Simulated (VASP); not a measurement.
# Sn (I4_1/amd) in VASP: settings compared

Aim: see how the results for Sn move with the level of theory and the settings. Levels: PBEsol, LDA, PBE, PBE+D3(BJ). Tasks: relaxation of cell and atoms.

Program: VASP 6.6.1. These are calculated values, not measurements. Logs are shortened: lines on timing, memory, paths and dates and some standing lists are left out, and cuts for length are marked.

## 1. The structure

The structure is tetragonal, space group I4_1/amd (No. 141). Conventional cell: a = 5.832 Å, b = 5.832 Å, c = 3.182 Å, α = 90.00°, β = 90.00°, γ = 90.00°. Sn (site symmetry -4m2) has 6 Sn at 3.02 to 3.18 Å as nearest neighbours.

## 2. Relaxation of cell and atoms, PBEsol

Input file INCAR:

```
SYSTEM = Sn
PREC = Accurate ; ENCUT = 600
EDIFF = 1E-7 ; ISMEAR = 0
SIGMA = 0.1 ; LREAL = .False.
LASPH = .True. ; NELM = 60
ALGO = Normal ; ISIF = 3
LWAVE = .False. ; LCHARG = .False.
GGA = PS ; IBRION = 2
NSW = 90 ; EDIFFG = -0.005
```

Input file KPOINTS:

```
Automatic mesh
0
Gamma
  16 16 16
  0 0 0
```

Input file POSCAR:

```
Sn
1.0
   -2.9161500000      2.9161500000      1.5911500000
    2.9161500000     -2.9161500000      1.5911500000
    2.9161500000      2.9161500000     -1.5911500000
Sn
2
Direct
    0.0000000000      0.0000000000      0.0000000000
    0.7500000000      0.2500000000      0.5000000000
```

Potentials or basis: VASP PAW PBE potentials, release 64 (Sn_d).

Run with:

```
$ cat potpaw_PBE.64/Sn_d/POTCAR > POTCAR
$ mpirun -np 1 vasp_std > vasp.out
```

OUTCAR:

```text
SYSTEM = Sn
   PREC = Accurate
   ENCUT = 600
   EDIFF = 1E-7
   ISMEAR = 0
   LREAL = .False.
   LASPH = .True.
   NELM = 60
   ISIF = 3
   GGA = PS
   IBRION = 2
   NSW = 90
   EDIFFG = -0.005

 ion  position               nearest neighbor table
   1  0.000  0.000  0.000-   2 3.02   2 3.02   2 3.02   2 3.02
   2  0.750  0.250  0.500-   1 3.02   1 3.02   1 3.02   1 3.02

  LATTYP: Found a body centered tetragonal cell.
 ALAT       =     5.8323000000
 C/A-ratio  =     0.5456337980

  Lattice vectors:

 A1 = (  -2.9161500000,   2.9161500000,   1.5911500000)
 A2 = (   2.9161500000,  -2.9161500000,   1.5911500000)
 A3 = (   2.9161500000,   2.9161500000,  -1.5911500000)

Analysis of symmetry for initial positions (statically):
=====================================================================
 Subroutine PRICEL returns:
 Original cell was already a primitive cell.

 Routine SETGRP: Setting up the symmetry group for a
 body centered tetragonal supercell.

 Subroutine GETGRP returns: Found 16 space group operations
 (whereof  8 operations were pure point group operations)
 out of a pool of 16 trial point group operations.

The static configuration has the point symmetry D_2d.
 The point group associated with its full space group is D_4h.

Analysis of symmetry for dynamics (positions and initial velocities):
=====================================================================
 Subroutine PRICEL returns:
 Original cell was already a primitive cell.

 Routine SETGRP: Setting up the symmetry group for a
 body centered tetragonal supercell.

 Subroutine GETGRP returns: Found 16 space group operations
 (whereof  8 operations were pure point group operations)
 out of a pool of 16 trial point group operations.

The dynamic configuration has the point symmetry D_2d.
 The point group associated with its full space group is D_4h.

 Subroutine INISYM returns: Found 16 space group operations
 (whereof  8 operations are pure point group operations),
 and found     1 'primitive' translations

----------------------------------------------------------------------------------------

                                     Primitive cell

  volume of cell :      54.1241

  direct lattice vectors                    reciprocal lattice vectors
    -2.916150000  2.916150000  1.591150000     0.000000000  0.171458944  0.314238130
     2.916150000 -2.916150000  1.591150000     0.171458944  0.000000000  0.314238130
     2.916150000  2.916150000 -1.591150000     0.171458944  0.171458944  0.000000000

  length of vectors
     4.420364235  4.420364235  4.420364235     0.357971747  0.357971747  0.242479564

  position of ions in fractional coordinates (direct lattice)
     0.000000000  0.000000000  0.000000000
     0.750000000  0.250000000  0.500000000

  ion indices of the primitive-cell ions
   primitive index   ion index
                 1           1
                 2           2

----------------------------------------------------------------------------------------

 KPOINTS: Automatic mesh

Automatic generation of k-mesh.
 Grid dimensions read from file:
 generate k-points for:   16   16   16

 Generating k-lattice:

  Cartesian coordinates                     Fractional coordinates (reciprocal lattice)
     0.000000000  0.010716184  0.019639883     0.062500000 -0.000000000  0.000000000
     0.010716184  0.000000000  0.019639883    -0.000000000  0.062500000  0.000000000
     0.010716184  0.010716184  0.000000000     0.000000000  0.000000000  0.062500000

  Length of vectors
     0.022373234  0.022373234  0.015154973

  Shift w.r.t. Gamma in fractional coordinates (k-lattice)
     0.000000000  0.000000000  0.000000000

 Subroutine IBZKPT returns following result:
 ===========================================

 Found    349 irreducible k-points:

 Following reciprocal coordinates:
            Coordinates               Weight
  0.000000  0.000000  0.000000      1.000000
  0.062500 -0.000000  0.000000      8.000000
  0.125000 -0.000000  0.000000      8.000000
  0.187500 -0.000000  0.000000      8.000000
  0.250000 -0.000000  0.000000      8.000000
  0.312500  0.000000  0.000000      8.000000
[... 16 lines left out ...]
 -0.125000  0.062500 -0.000000     16.000000
 -0.062500  0.062500  0.000000      4.000000
 [... further k-points ...]
   k-points           NKPTS =    349   k-points in BZ     NKDIM =    349   number of bands    NBANDS=     18
   number of dos      NEDOS =    301   number of ions     NIONS =      2
   total plane-waves  NPLWV =  46656
   dimension x,y,z NGX =    36 NGY =   36 NGZ =   36
   dimension x,y,z NGXF=    72 NGYF=   72 NGZF=   72
   ions per type =               2
   NGX,Y,Z   is equivalent  to a cutoff of  13.54, 13.54, 13.54 a.u.
   NGXF,Y,Z  is equivalent  to a cutoff of  27.08, 27.08, 27.08 a.u.
 SYSTEM =  Sn
   PREC   = accura    normal or accurate (medium, high low for compatibility)
   ISTART =      0    job   : 0-new  1-cont  2-samecut
   ICHARG =      2    charge: 1-file 2-atom 10-const
   ISPIN  =      1    spin polarized calculation?
   LNONCOLLINEAR =      F non collinear calculations
   LSORBIT =      F    spin-orbit coupling
   LASPH  =      T    aspherical Exc in radial PAW
   ENCUT  =  600.0 eV  44.10 Ry    6.64 a.u.   8.83  8.83  8.83*2*pi/ulx,y,z
   NELM   =     60;   NELMIN=  2; NELMDL= -5     # of ELM steps
   EDIFF  = 0.1E-06   stopping-criterion for ELM
   LREAL  =      F    real-space projection
   EDIFFG = -.5E-02   stopping-criterion for IOM
   NSW    =     90    number of steps for IOM
   IBRION =      2    ionic relax: 0-MD 1-quasi-New 2-CG
   NFREE  =      1    steps in history (QN), initial steepest desc. (CG)
   ISIF   =      3    stress and relaxation
   ISYM   =      2    0-nonsym 1-usesym 2-fastsym
   POTIM  = 0.5000    time-step for ionic-motion
   TEBEG  =    0.0;   TEEND  =   0.0 temperature during run
   PSTRESS=    0.0 pullay stress
   NELECT =      28.0000    total number of electrons
   NUPDOWN=      -1.0000    fix difference up-down
   EMIN   =  10.00;   EMAX   =-10.00  energy-range for DOS
   EFERMI =   0.00;   METHOD = LEGACY
   ISMEAR =     0;   SIGMA  =   0.10  broadening in eV -4-tet -1-fermi 0-gaus
   EFERMI_NEDOS =   21; number of points for ismear=-14 and -15
   IALGO  =     38    algorithm
   IMIX   =      4    mixing-type and parameters
     AMIX     =   0.40;   BMIX     =  1.00
     AMIX_MAG =   1.60;   BMIX_MAG =  1.00
  volume/ion in A,a.u.               =      27.06       182.62
  Fermi-wavevector in a.u.,A,eV,Ry     =   1.314207  2.483492 23.499180  1.727141
  Thomas-Fermi vector in A             =   2.444476
   LORBIT       =      0    0 simple, 1 ext, 2 COOP (PROOUT), +10 PAW based schemes
   GGA     = PS    functional components
   LHFCALC =     F    Hartree Fock is set to
   AEXX    =    0.0000 exact exchange contribution
   IVDW    =     0    specifies the selected vdW correction
   LEPSILON=     F    determine dielectric tensor
   LRPA    =     F    only Hartree local field effects (RPA)
 conjugate gradient relaxation of ions
 non-spin polarized calculation
 Gauss-broadening in eV      SIGMA  =   0.10
  energy-cutoff  :      600.00
  volume of cell :       54.12
 maximum number of plane-waves:      1830
   NGX = 17   NGY = 17   NGZ = 17

--------------------------------------- Ionic step        1  -------------------------------------------

 number of electron      28.0000002 magnetization

 Free energy of the ion-electron system (eV)
  ---------------------------------------------------
  ext. energy  EPLUGINS =         0.00000000
  ---------------------------------------------------
  free energy    TOTEN  =        -8.52427379 eV

  energy without entropy =       -8.51979931  energy(sigma->0) =       -8.52203655

------------------------ aborting loop because EDIFF is reached ----------------------------------------

  FORCE on cell =-STRESS in cart. coord.  units (eV):
  Direction    XX          YY          ZZ          XY          YZ          ZX
  --------------------------------------------------------------------------------------
  -------------------------------------------------------------------------------------
  Total       -0.0368836     -0.0368836     -0.3130092      0.0000000      0.0000000      0.0000000
  in kB       -1.0918255     -1.0918255     -9.2656693      0.0000000      0.0000000      0.0000000
  external PRESSURE =      -3.8164401 kB  Pullay stress =       0.0000000 kB
[... 93 lines left out ...]
  energy  without entropy=       -8.5210539168  energy(sigma->0) =       -8.52331045

--------------------------------------- Ionic step        4  -------------------------------------------

 number of electron      28.0000002 magnetization

 Free energy of the ion-electron system (eV)
  ---------------------------------------------------
  ext. energy  EPLUGINS =         0.00000000
  ---------------------------------------------------
  free energy    TOTEN  =        -8.52577546 eV

  energy without entropy =       -8.52118391  energy(sigma->0) =       -8.52347969

 E-fermi :   7.9463     XC(G=0): -10.5000

 val. band max:        7.9421795671   @ k =   0.1875   0.0625   0.0000
 cond. band min:       7.9694436552   @ k =   0.4375   0.3750   0.0000
 fundamental gap:      0.0272640881
 Fermi energy:         7.9463225651

 k-point     1 :       0.0000    0.0000    0.0000
  band No.  band energies     occupation
      1     -13.6199      2.00000
      2     -13.5423      2.00000
      3     -13.4912      2.00000
      4     -13.4868      2.00000
      5     -13.3192      2.00000
      6     -13.3192      2.00000
[... 10 lines left out ...]
     17      14.1279      0.00000
     18      14.9892      0.00000
[... 466 lines left out ...]
      2     -13.5428      2.00000
      3     -13.4889      2.00000
      4     -13.4883      2.00000
      5     -13.3207      2.00000
      6     -13.3174      2.00000
[... 10 lines left out ...]
     17      13.9128      0.00000
     18      15.0375      0.00000

 [... further k-points ...]
[... 5 lines left out ...]
  --------------------------------------------------------------------------------------
  -------------------------------------------------------------------------------------
  Total        0.0096550      0.0096550      0.0056753      0.0000000      0.0000000      0.0000000
  in kB        0.2879656      0.2879656      0.1692678      0.0000000      0.0000000      0.0000000
  external PRESSURE =       0.2483997 kB  Pullay stress =       0.0000000 kB
[... 17 lines left out ...]
  FREE ENERGIE OF THE ION-ELECTRON SYSTEM (eV)
  ---------------------------------------------------
  free  energy   TOTEN  =        -8.5257754619 eV

  energy  without entropy=       -8.5211839118  energy(sigma->0) =       -8.52347969

 reached required accuracy - stopping structural energy minimisation
```

It took 9.3 min on 1 thread of Intel Xeon 6975P-C (Granite Rapids), shared host; peak memory 0.48 GiB.

Results:

- Free energy: -8.5258 eV
- Relaxed volume: 26.86 Å³/atom
- Relaxed cell: a = 4.419 Å, b = 4.419 Å, c = 4.419 Å, α = 97.30°, β = 97.30°, γ = 138.22°
- Space group after relaxing (to 0.05 Å): I4_1/amd (No. 141)
- Energy gained by relaxing: 0.8 meV/atom
- Ionic steps: 4
- Pressure after relaxing: 0.0 GPa
- Band gap on the k mesh: none (metal or under the smearing width)

The path:
| step | energy change (eV) | largest force (eV/Å) | pressure (GPa) | volume (Å³) |
| --- | --- | --- | --- | --- |
| 1 | 0.0000 | 0.0000 | -0.38 | 54.12 |
| 2 | -0.0013 | 0.0000 | 0.13 | 53.62 |
| 3 | -0.0013 | 0.0000 | 0.16 | 53.59 |
| 4 | -0.0015 | 0.0000 | 0.02 | 53.72 |

Final structure:
```
CELL_PARAMETERS angstrom
-2.91935 2.91935 1.57576
2.91935 -2.91935 1.57576
2.91935 2.91935 -1.57576
ATOMIC_POSITIONS crystal
Sn 0.00000 0.00000 0.00000
Sn 0.75000 0.25000 0.50000
```

Levels at points of the mesh, in eV from the Fermi level:
| k point | band 12 | band 13 | band 14 | band 15 | band 16 | band 17 |
| --- | --- | --- | --- | --- | --- | --- |
| (0.00, 0.00, 0.00) | -3.73 | -2.05 | -2.05 | 2.90 | 6.18 | 6.18 |
| (0.50, 0.00, 0.00) | -5.42 | -2.34 | -1.77 | -1.13 | 2.23 | 2.85 |
| (0.50, 0.50, 0.00) | -8.99 | 0.54 | 0.54 | 1.50 | 1.50 | 6.19 |
| (0.50, 0.50, 0.50) | -7.64 | -4.89 | -4.89 | 5.23 | 5.23 | 9.34 |

Caveat: the PAW data sets were made with another functional, which shifts forces and pressure a little.

## 3. Relaxation of cell and atoms, LDA

INCAR: that of step 2 with these lines changed.

```diff
@@ -7,3 +7,3 @@
 LWAVE = .False. ; LCHARG = .False.
-GGA = PS ; IBRION = 2
+GGA = CA ; IBRION = 2
 NSW = 90 ; EDIFFG = -0.005
```

KPOINTS is that of step 2.

POSCAR is that of step 2.

Potentials or basis: VASP PAW LDA potentials, release 64 (Sn_d).

Run with:

```
$ cat potpaw_LDA.64/Sn_d/POTCAR > POTCAR
$ mpirun -np 1 vasp_std > vasp.out
```

Run time: 15 min. Hardware: 1 thread of Intel Xeon 6975P-C (Granite Rapids), shared host; peak memory 0.45 GiB.

It converged, with:

```
Free energy                            : -8.9846 eV
Relaxed volume                         : 26.19 Å³/atom
Relaxed cell                           : a = 4.383 Å, b = 4.383 Å, c = 4.383 Å, α = 97.30°, β = 97.30°, γ = 138.24°
Space group after relaxing (to 0.05 Å) : I4_1/amd (No. 141)
Energy gained by relaxing              : 5.5 meV/atom
Ionic steps                            : 6
Pressure after relaxing                : 0.0 GPa
Band gap on the k mesh                 : none (metal or under the smearing width)
```

The path:
```
step  energy change (eV)  largest force (eV/Å)  pressure (GPa)  volume (Å³)
   1              0.0000                0.0000           -1.81        54.12
   2             -0.0094                0.0000            0.76        51.76
   3             -0.0107                0.0000            0.05        52.35
   4             -0.0110                0.0000            0.04        52.37
   5             -0.0111                0.0000            0.02        52.38
   6             -0.0111                0.0000            0.01        52.38
```

Final structure:
```xyz
2
Lattice="-2.8954 2.8954 1.5620 2.8954 -2.8954 1.5620 2.8954 2.8954 -1.5620" Properties=species:S:1:pos:R:3 pbc="T T T"
Sn    0.0000    0.0000    0.0000
Sn    0.0000    2.8954    0.7810
```

Levels at points of the mesh, in eV from the Fermi level:
| k point | band 12 | band 13 | band 14 | band 15 | band 16 | band 17 |
| --- | --- | --- | --- | --- | --- | --- |
| (0.00, 0.00, 0.00) | -3.73 | -2.11 | -2.11 | 2.98 | 6.25 | 6.25 |
| (0.50, 0.00, 0.00) | -5.51 | -2.35 | -1.82 | -1.16 | 2.29 | 2.88 |
| (0.50, 0.50, 0.00) | -9.14 | 0.54 | 0.54 | 1.55 | 1.55 | 6.27 |
| (0.50, 0.50, 0.50) | -7.74 | -5.00 | -5.00 | 5.32 | 5.32 | 9.48 |

## 4. Relaxation of cell and atoms, PBE

INCAR: that of step 3 with these lines changed.

```diff
@@ -7,3 +7,3 @@
 LWAVE = .False. ; LCHARG = .False.
-GGA = CA ; IBRION = 2
+GGA = PE ; IBRION = 2
 NSW = 90 ; EDIFFG = -0.005
```

KPOINTS is that of step 3.

POSCAR is that of step 3.

Potentials or basis: VASP PAW PBE potentials, release 64 (Sn_d).

Run with:

```
$ cat potpaw_PBE.64/Sn_d/POTCAR > POTCAR
$ mpirun -np 1 vasp_std > vasp.out
```

Run time: 17 min. Hardware: 1 thread of Intel Xeon 6975P-C (Granite Rapids), shared host; peak memory 0.49 GiB.

The run converged. Its results:

* Free energy: -7.6158 eV
* Relaxed volume: 28.38 Å³/atom
* Relaxed cell: a = 4.500 Å, b = 4.500 Å, c = 4.500 Å, α = 97.31°, β = 97.31°, γ = 138.19°
* Space group after relaxing (to 0.05 Å): I4_1/amd (No. 141)
* Energy gained by relaxing: 10.7 meV/atom
* Ionic steps: 7
* Pressure after relaxing: 0.0 GPa
* Band gap on the k mesh: none (metal or under the smearing width)

The path:
| step | energy change (eV) | largest force (eV/Å) | pressure (GPa) | volume (Å³) |
| --- | --- | --- | --- | --- |
| 1 | 0.0000 | 0.0000 | 2.56 | 54.12 |
| 2 | -0.0197 | 0.0000 | -0.64 | 57.59 |
| 3 | -0.0213 | 0.0000 | -0.02 | 56.82 |
| 4 | -0.0212 | 0.0000 | -0.07 | 56.88 |
| 5 | -0.0214 | 0.0000 | -0.05 | 56.86 |
| 6 | -0.0214 | 0.0000 | -0.05 | 56.84 |
| 7 | -0.0214 | 0.0000 | 0.02 | 56.77 |

Final structure:
```cif
data_structure
_symmetry_space_group_name_H-M 'P 1'
_symmetry_Int_Tables_number 1
_cell_length_a 4.5004
_cell_length_b 4.5004
_cell_length_c 4.5004
_cell_angle_alpha 97.315
_cell_angle_beta 97.315
_cell_angle_gamma 138.190
_cell_volume 56.77
loop_
_atom_site_label
_atom_site_type_symbol
_atom_site_fract_x
_atom_site_fract_y
_atom_site_fract_z
_atom_site_occupancy
Sn1 Sn 0.00000 0.00000 0.00000 1
Sn2 Sn 0.75000 0.25000 0.50000 1
```

Levels at points of the mesh, in eV from the Fermi level:
| k point | band 12 | band 13 | band 14 | band 15 | band 16 | band 17 |
| --- | --- | --- | --- | --- | --- | --- |
| (0.00, 0.00, 0.00) | -3.85 | -1.90 | -1.90 | 3.01 | 5.93 | 5.93 |
| (0.50, 0.00, 0.00) | -5.24 | -2.36 | -1.64 | -1.03 | 2.29 | 2.73 |
| (0.50, 0.50, 0.00) | -8.68 | 0.55 | 0.55 | 1.43 | 1.43 | 5.95 |
| (0.50, 0.50, 0.50) | -7.48 | -4.57 | -4.57 | 5.03 | 5.03 | 8.84 |

PBE usually gives volumes a little too large and moduli too small. Zero-point motion and thermal expansion aren't in these numbers.

## 5. Relaxation of cell and atoms, PBE+D3(BJ)

INCAR: that of step 4 with these lines changed.

```diff
@@ -7,3 +7,4 @@
 LWAVE = .False. ; LCHARG = .False.
-GGA = PE ; IBRION = 2
-NSW = 90 ; EDIFFG = -0.005
+GGA = PE ; IVDW = 12
+IBRION = 2 ; NSW = 90
+EDIFFG = -0.005
```

KPOINTS is that of step 4.

POSCAR is that of step 4.

Run with:

```
$ cat potpaw_PBE.64/Sn_d/POTCAR > POTCAR
$ mpirun -np 1 vasp_std > vasp.out
```

It took 7.1 min on 1 thread of Intel Xeon 6975P-C (Granite Rapids), shared host; peak memory 0.49 GiB.

Results (log left out):

```yaml
Free_energy: -8.3771 eV
Relaxed_volume: 27.19 Å³/atom
Relaxed_cell: a = 4.437 Å, b = 4.437 Å, c = 4.437 Å, α = 97.30°, β = 97.30°, γ = 138.22°
Space_group_after_relaxing_to_0.05_Å: I4_1/amd (No. 141)
Energy_gained_by_relaxing: 0.6 meV/atom
Ionic_steps: 4
Pressure_after_relaxing: 0.0 GPa
Band_gap_on_the_k_mesh: none (metal or under the smearing width)
Dispersion_energy_per_atom: -0.389 eV
```

Step by step:
```csv
step,energy change (eV),largest force (eV/Å),pressure (GPa),volume (Å³)
1,0.0000,0.0000,0.26,54.12
2,-0.0011,0.0000,-0.08,54.47
3,-0.0012,0.0000,-0.14,54.53
4,-0.0013,0.0000,0.01,54.38
```

Final structure:
```
Sn
1.0
    -2.93136    2.93136    1.58218
     2.93136   -2.93136    1.58218
     2.93136    2.93136   -1.58218
Sn
2
Direct
  0.00000 0.00000 0.00000
  0.75000 0.25000 0.50000
```

Levels at points of the mesh, in eV from the Fermi level:
| k point | band 10 | band 11 | band 12 | band 13 | band 14 | band 15 | band 16 | band 17 | band 18 |
| --- | --- | --- | --- | --- | --- | --- | --- | --- | --- |
| (0.00, 0.00, 0.00) | -21.18 | -11.13 | -3.74 | -2.02 | -2.02 | 2.93 | 6.13 | 6.13 | 6.96 |
| (0.50, 0.00, 0.00) | -21.24 | -6.87 | -5.37 | -2.34 | -1.74 | -1.11 | 2.25 | 2.83 | 4.65 |
| (0.50, 0.50, 0.00) | -21.30 | -8.91 | -8.91 | 0.54 | 0.54 | 1.49 | 1.49 | 6.15 | 6.15 |
| (0.50, 0.50, 0.50) | -21.36 | -7.60 | -7.60 | -4.82 | -4.82 | 5.19 | 5.19 | 9.24 | 9.24 |

Caveat: pairwise dispersion overbinds metals, which lowers pressure and volume. Zero-point motion and thermal expansion aren't in these numbers.

## 6. The runs side by side

| level | potentials or basis | gap on the mesh (eV) | pressure (GPa) | relaxed volume (Å³/atom) |
| --- | --- | --- | --- | --- |
| PBEsol | VASP PAW PBE potentials, release 64 (Sn_d) | none | 0.0 | 26.86 |
| LDA | VASP PAW LDA potentials, release 64 (Sn_d) | none | 0.0 | 26.19 |
| PBE | VASP PAW PBE potentials, release 64 (Sn_d) | none | 0.0 | 28.38 |
| PBE+D3(BJ) | VASP PAW PBE potentials, release 64 (Sn_d) | none | 0.0 | 27.19 |

Alike in all rows: task relaxation of cell and atoms; no spin polarisation; cell relaxed; k mesh 16 × 16 × 16; cutoff (eV) 600; smearing gaussian 0.1 eV.

Caveats: the PAW data sets were made with another functional, which shifts forces and pressure a little (some runs); pairwise dispersion overbinds metals, which lowers pressure and volume (some runs).

Absolute energies hang on the potentials; compare differences alone.
